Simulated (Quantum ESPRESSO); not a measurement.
Pb in Quantum ESPRESSO: the effect of functional

Pb:

```
CELL_PARAMETERS angstrom
0.00000 2.47502 2.47502
2.47502 0.00000 2.47502
2.47502 2.47502 0.00000
ATOMIC_POSITIONS crystal
Pb 0.00000 0.00000 0.00000
```

Alike in all runs:

| Item | Value |
| --- | --- |
| Program | Quantum ESPRESSO 7.5 |
| Task | phonon dispersion |
| Cutoff | 612 eV |
| Density cutoff | 4898 eV |
| k mesh | 10 × 10 × 10 |
| Occupations | cold, width 0.2 eV |
| Spin | no spin polarisation |

Each run relaxes the cell or the atoms first.

One run gave: relaxed volume 28.76 Å³/atom; highest phonon frequency 79 cm⁻¹. Which functional did it use?
A. PBEsol
B. PBE
C. LDA

C.

```csv
functional,potentials or basis,relaxed volume (Å³/atom),highest phonon frequency (cm⁻¹)
LDA,GBRV 1.5 LDA,28.76,79
PBE,GBRV 1.5 PBE,31.64,66
PBEsol,GBRV 1.5 PBEsol,29.70,76
```
